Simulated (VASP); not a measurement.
# Si (I4/mmm) in VASP: a series of runs

The runs below take Si through single point, with PBEsol.

All numbers are computed with VASP 6.6.1; they aren't measurements. Logs are shortened: lines on timing, memory, paths and dates and some standing lists are left out, and cuts for length are marked.

## (1) The structure

It takes space group I4/mmm (No. 139, tetragonal). The conventional cell has a = 3.254 Å, b = 3.254 Å, c = 2.641 Å, α = 90.00°, β = 90.00°, γ = 90.00°. Si (site symmetry 4/mmm) is surrounded by 10 Si at 2.64 to 2.65 Å.

This isn't the form of Si at room conditions, which is diamond.

## (2) Single point, PBEsol

Input file INCAR:

```
SYSTEM = Si
PREC     = Accurate       ! precision mode
ENCUT    = 450            ! plane-wave cutoff, eV
EDIFF    = 0.001          ! SCF threshold, eV
ISMEAR   = 0              ! smearing method
SIGMA    = 0.05           ! smearing width, eV
LREAL    = .False.        ! projectors in reciprocal space
LASPH    = .True.         ! aspherical terms in the spheres
NELM     = 100            ! most SCF steps
ALGO     = Normal         ! electronic algorithm
ISIF     = 2              ! what is computed and relaxed
LWAVE    = .False.        ! write WAVECAR
LCHARG   = .False.        ! write CHGCAR
GGA      = PS             ! functional
ADDGRID  = .False.
```

Input file KPOINTS:

```
Automatic mesh
0
Gamma
  5 5 5
  0 0 0
```

Input file POSCAR:

```
Si
1.0
   -1.6269149300      1.6269149300      1.3203298500
    1.6269149300     -1.6269149300      1.3203298500
    1.6269149300      1.6269149300     -1.3203298500
Si
1
Direct
    0.0000000000      0.0000000000      0.0000000000
```

Potentials or basis: VASP PAW PBE potentials, release 64 (Si).

Command:

```sh
$ cat potpaw_PBE.64/Si/POTCAR > POTCAR
$ mpirun -np 1 vasp_std > vasp.out
```

OUTCAR:

```text
SYSTEM = Si
   PREC = Accurate
   ENCUT = 450
   EDIFF = 0.001
   ISMEAR = 0
   LREAL = .False.
   LASPH = .True.
   NELM = 100
   ISIF = 2
   GGA = PS

 Found     18 irreducible k-points:

 Following reciprocal coordinates:
            Coordinates               Weight
  0.000000  0.000000  0.000000      1.000000
  0.200000  0.000000 -0.000000      8.000000
  0.400000  0.000000 -0.000000      8.000000
  0.200000  0.200000 -0.000000      8.000000
  0.400000  0.200000  0.000000     16.000000
 -0.400000  0.200000  0.000000     16.000000
   k-points           NKPTS =     18   k-points in BZ     NKDIM =     18   number of bands    NBANDS=      6
   number of dos      NEDOS =    301   number of ions     NIONS =      1
   total plane-waves  NPLWV =   5832
   dimension x,y,z NGX =    18 NGY =   18 NGZ =   18
   dimension x,y,z NGXF=    36 NGYF=   36 NGZF=   36
   ions per type =               1
   NGX,Y,Z   is equivalent  to a cutoff of  11.28, 11.28, 11.28 a.u.
   NGXF,Y,Z  is equivalent  to a cutoff of  22.56, 22.56, 22.56 a.u.
 SYSTEM =  Si
   PREC   = accura    normal or accurate (medium, high low for compatibility)
   ISTART =      0    job   : 0-new  1-cont  2-samecut
   ICHARG =      2    charge: 1-file 2-atom 10-const
   ISPIN  =      1    spin polarized calculation?
   LNONCOLLINEAR =      F non collinear calculations
   LSORBIT =      F    spin-orbit coupling
   LASPH  =      T    aspherical Exc in radial PAW
   ENCUT  =  450.0 eV  33.07 Ry    5.75 a.u.   4.59  4.59  4.59*2*pi/ulx,y,z
   NELM   =    100;   NELMIN=  2; NELMDL= -5     # of ELM steps
   EDIFF  = 0.1E-02   stopping-criterion for ELM
   LREAL  =      F    real-space projection
   EDIFFG = 0.1E-01   stopping-criterion for IOM
   NSW    =      0    number of steps for IOM
   IBRION =     -1    ionic relax: 0-MD 1-quasi-New 2-CG
   NFREE  =      0    steps in history (QN), initial steepest desc. (CG)
   ISIF   =      2    stress and relaxation
   ISYM   =      2    0-nonsym 1-usesym 2-fastsym
   POTIM  = 0.5000    time-step for ionic-motion
   TEBEG  =    0.0;   TEEND  =   0.0 temperature during run
   PSTRESS=    0.0 pullay stress
   NELECT =       4.0000    total number of electrons
   NUPDOWN=      -1.0000    fix difference up-down
   EMIN   =  10.00;   EMAX   =-10.00  energy-range for DOS
   EFERMI =   0.00;   METHOD = LEGACY
   ISMEAR =     0;   SIGMA  =   0.05  broadening in eV -4-tet -1-fermi 0-gaus
   EFERMI_NEDOS =   21; number of points for ismear=-14 and -15
   IALGO  =     38    algorithm
   IMIX   =      4    mixing-type and parameters
     AMIX     =   0.40;   BMIX     =  1.00
     AMIX_MAG =   1.60;   BMIX_MAG =  1.00
  volume/ion in A,a.u.               =      13.98        94.33
  Fermi-wavevector in a.u.,A,eV,Ry     =   1.078791  2.038620 15.834335  1.163791
  Thomas-Fermi vector in A             =   2.214739
   LORBIT       =      0    0 simple, 1 ext, 2 COOP (PROOUT), +10 PAW based schemes
   GGA     = PS    functional components
   LHFCALC =     F    Hartree Fock is set to
   AEXX    =    0.0000 exact exchange contribution
   IVDW    =     0    specifies the selected vdW correction
   LEPSILON=     F    determine dielectric tensor
   LRPA    =     F    only Hartree local field effects (RPA)
 non-spin polarized calculation
 Gauss-broadening in eV      SIGMA  =   0.05
  energy-cutoff  :      450.00
  volume of cell :       13.98
 maximum number of plane-waves:       311
 NGX is ok and might be reduce to    18
   NGX =  9   NGY =  9   NGZ =  9

 number of electron       4.0000000 magnetization

 Free energy of the ion-electron system (eV)
  ---------------------------------------------------
  ext. energy  EPLUGINS =         0.00000000
  ---------------------------------------------------
  free energy    TOTEN  =        -5.21691533 eV

  energy without entropy =       -5.21646398  energy(sigma->0) =       -5.21668965

 E-fermi :  10.1110     XC(G=0): -11.3720

 val. band max:        9.8432170490   @ k =  -0.4000   0.2000   0.0000
 cond. band min:      10.1109711096   @ k =  -0.4000  -0.4000   0.4000
 fundamental gap:      0.2677540605
 Fermi energy:        10.1109711094

 k-point     1 :       0.0000    0.0000    0.0000
  band No.  band energies     occupation
      1      -4.2105      2.00000
      2      20.1251      0.00000
      3      20.6963      0.00000
      4      20.6963      0.00000
      5      23.5257      0.00000
      6      24.4733      0.00000

 k-point     2 :       0.2000    0.0000   -0.0000
  band No.  band energies     occupation
      1      -2.8317      2.00000
      2      16.6063      0.00000
      3      16.7716      0.00000
      4      18.6153      0.00000
      5      20.8901      0.00000
      6      23.2958      0.00000

 k-point     3 :       0.4000    0.0000   -0.0000
  band No.  band energies     occupation
      1       1.2480      2.00000
      2       7.8816      2.00000
      3      15.4136      0.00000
      4      17.2506      0.00000
      5      17.4076      0.00000
      6      20.3045      0.00000

 k-point     4 :       0.2000    0.2000   -0.0000
  band No.  band energies     occupation
      1       0.1803      2.00000
      2      11.4653      0.00000
      3      12.4375      0.00000
      4      15.5227      0.00000
      5      21.4060      0.00000
      6      23.2582      0.00000

 k-point     5 :       0.4000    0.2000    0.0000
  band No.  band energies     occupation
      1       4.3732      2.00000
      2       5.8377      2.00000
      3       9.6669      2.00000
      4      15.8236      0.00000
      5      20.2758      0.00000
      6      24.5058      0.00000

 k-point     6 :      -0.4000    0.2000    0.0000
  band No.  band energies     occupation
      1      -0.6734      2.00000
      2       9.8432      2.00000
      3      13.7769      0.00000
      4      18.2911      0.00000
      5      20.8517      0.00000
      6      27.4690      0.00000

 [... further k-points ...]
[... 5 lines left out ...]
  --------------------------------------------------------------------------------------
  -------------------------------------------------------------------------------------
  Total        0.7331285      0.7331285     -0.1881538      0.0000000      0.0000000     -0.0000000
  in kB       84.0269443     84.0269443    -21.5651041      0.0000000      0.0000000     -0.0000000
  external PRESSURE =      48.8295948 kB  Pullay stress =       0.0000000 kB

 VOLUME and BASIS-vectors are now :
 -----------------------------------------------------------------------------
  energy-cutoff  :      450.00
  volume of cell :       13.98
      direct lattice vectors                 reciprocal lattice vectors
    -1.626914930  1.626914930  1.320329850     0.000000000  0.307330144  0.378693249
     1.626914930 -1.626914930  1.320329850     0.307330144  0.000000000  0.378693249
     1.626914930  1.626914930 -1.320329850     0.307330144  0.307330144  0.000000000

 POSITION                                       TOTAL-FORCE (eV/Angst)
 -----------------------------------------------------------------------------------
      0.00000      0.00000      0.00000         0.000000      0.000000     -0.000000
 -----------------------------------------------------------------------------------
    total drift:                                0.000000     -0.000000     -0.000000

  FREE ENERGIE OF THE ION-ELECTRON SYSTEM (eV)
  ---------------------------------------------------
  free  energy   TOTEN  =        -5.2169153277 eV

  energy  without entropy=       -5.2164639760  energy(sigma->0) =       -5.21668965
```

Run time: 1.1 s. Hardware: 1 thread of Intel Xeon 6975P-C (Granite Rapids), shared host; peak memory 0.11 GiB.

These settings aren't checked as converged: the numbers below hold their error.

Results:

| Item | Value |
| --- | --- |
| Free energy | -5.2169 eV |
| Pressure | 4.9 GPa |
| Band gap on the k mesh | none (metal or under the smearing width) |

Caveat: the k mesh is coarse (spacing up to 0.61 Å⁻¹), so the values aren't converged; the PAW data sets were made with another functional, which shifts forces and pressure a little.

## (3) Single point, PBEsol

INCAR: that of step 2 with these lines changed.

```diff
@@ -3,3 +3,3 @@
 ENCUT    = 450            ! plane-wave cutoff, eV
-EDIFF    = 0.001          ! SCF threshold, eV
+EDIFF    = 1E-4           ! SCF threshold, eV
 ISMEAR   = 0              ! smearing method
```

KPOINTS is that of step 2.

POSCAR is that of step 2.

Potentials or basis: VASP PAW PBE potentials, release 64 (Si).

Command:

```sh
$ cat potpaw_PBE.64/Si/POTCAR > POTCAR
$ mpirun -np 1 vasp_std > vasp.out
```

Run time: 1.2 s. Hardware: 1 thread of Intel Xeon 6975P-C (Granite Rapids), shared host; peak memory 0.11 GiB.

The run converged, but some of its settings lie outside the range that counts as converged, so its numbers aren't taken as properties of the crystal.

What came out:

```
Free energy            : -5.2169 eV
Pressure               : 4.9 GPa
Band gap on the k mesh : none (metal or under the smearing width)
```

Caveat: the k mesh is coarse (spacing up to 0.61 Å⁻¹), so the values aren't converged; the PAW data sets were made with another functional, which shifts forces and pressure a little.

## (4) Single point, PBEsol

INCAR: that of step 3 with these lines changed.

```diff
@@ -3,3 +3,3 @@
 ENCUT    = 450            ! plane-wave cutoff, eV
-EDIFF    = 1E-4           ! SCF threshold, eV
+EDIFF    = 1E-5           ! SCF threshold, eV
 ISMEAR   = 0              ! smearing method
```

KPOINTS is that of step 3.

POSCAR is that of step 3.

Command:

```sh
$ cat potpaw_PBE.64/Si/POTCAR > POTCAR
$ mpirun -np 1 vasp_std > vasp.out
```

It took 1 s on 1 thread of Intel Xeon 6975P-C (Granite Rapids), shared host; peak memory 0.11 GiB.

These settings aren't checked as converged: the numbers below hold their error.

What came out:

```yaml
Free_energy: -5.2169 eV
Pressure: 4.9 GPa
Band_gap_on_the_k_mesh: none (metal or under the smearing width)
```

Caveat: the k mesh is coarse (spacing up to 0.61 Å⁻¹), so the values aren't converged; the PAW data sets were made with another functional, which shifts forces and pressure a little.
